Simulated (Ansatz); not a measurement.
# GaN: the cost of one run

Method: DFT PBE, scalar-relativistic, plane waves, PAW, in Ansatz 0.2.0.

## Step 1: Starting point

Symmetry: F-43m, No. 216, cubic system. Conventional cell: a = 4.507 Å, b = 4.507 Å, c = 4.507 Å, α = 90.00°, β = 90.00°, γ = 90.00°. Around Ga (site symmetry -43m) lie 4 N at 1.95 Å. N (site symmetry -43m) has 4 Ga at 1.95 Å as nearest neighbours.

As a file:

```
CELL_PARAMETERS angstrom
-4.50700 4.50700 0.00000
0.00000 4.50700 -4.50700
-4.50700 0.00000 -4.50700
ATOMIC_POSITIONS crystal
Ga 0.00000 0.50000 0.50000
Ga 0.00000 0.00000 0.50000
Ga 0.00000 0.50000 0.00000
Ga 0.00000 0.00000 0.00000
Ga 0.50000 0.50000 0.50000
Ga 0.50000 0.00000 0.50000
Ga 0.50000 0.50000 0.00000
Ga 0.50000 0.00000 0.00000
N 0.37500 0.87500 0.37500
N 0.37500 0.37500 0.37500
N 0.37500 0.87500 0.87500
N 0.37500 0.37500 0.87500
N 0.87500 0.87500 0.37500
N 0.87500 0.37500 0.37500
N 0.87500 0.87500 0.87500
N 0.87500 0.37500 0.87500
```

It goes back to an entry of the Materials Project.

The cell is taken as given, not relaxed at this level.

## Step 2: The perfect supercell on the trajectory's mesh

File input.yaml:

```yaml
crystal:
  lattice:
    - [-4.507001215, 4.507001215, 0.0]
    - [0.0, 4.507001215, -4.507001215]
    - [-4.507001215, 0.0, -4.507001215]
  atoms:
    - { symbol: Ga, position: [0.0, 0.5, 0.5] }
    - { symbol: Ga, position: [0.0, 0.0, 0.5] }
    - { symbol: Ga, position: [0.0, 0.5, 0.0] }
    - { symbol: Ga, position: [0.0, 0.0, 0.0] }
    - { symbol: Ga, position: [0.5, 0.5, 0.5] }
    - { symbol: Ga, position: [0.5, 0.0, 0.5] }
    - { symbol: Ga, position: [0.5, 0.5, 0.0] }
    - { symbol: Ga, position: [0.5, 0.0, 0.0] }
    - { symbol: "N", position: [0.375, 0.875, 0.375] }
    - { symbol: "N", position: [0.375, 0.375, 0.375] }
    - { symbol: "N", position: [0.375, 0.875, 0.875] }
    - { symbol: "N", position: [0.375, 0.375, 0.875] }
    - { symbol: "N", position: [0.875, 0.875, 0.375] }
    - { symbol: "N", position: [0.875, 0.375, 0.375] }
    - { symbol: "N", position: [0.875, 0.875, 0.875] }
    - { symbol: "N", position: [0.875, 0.375, 0.875] }
  symmetry: { detect: false }
basis:
  ecutwfc: 420
kpoints:
  mp_grid: { grid: [2, 2, 2], shift: [0.5, 0.5, 0.5] }
hamiltonian:
  xc: pbe
scf:
  occupations: { method: gaussian, width: 0.1 }
output:
  forces: true
  stress: true
  eigenvalues: true
```

Run with:

```sh
> ansatz run input.yaml --threads 4 --pin off --max-ram 5120MiB --backend cpu --events-out ev --progress --plain --runs-dir out
```

**Question.** How long does this run take on 4 threads of an Arm CPU, shared host, and how much memory does it need?

About 2.2 s, with a peak of 0.57 GiB.
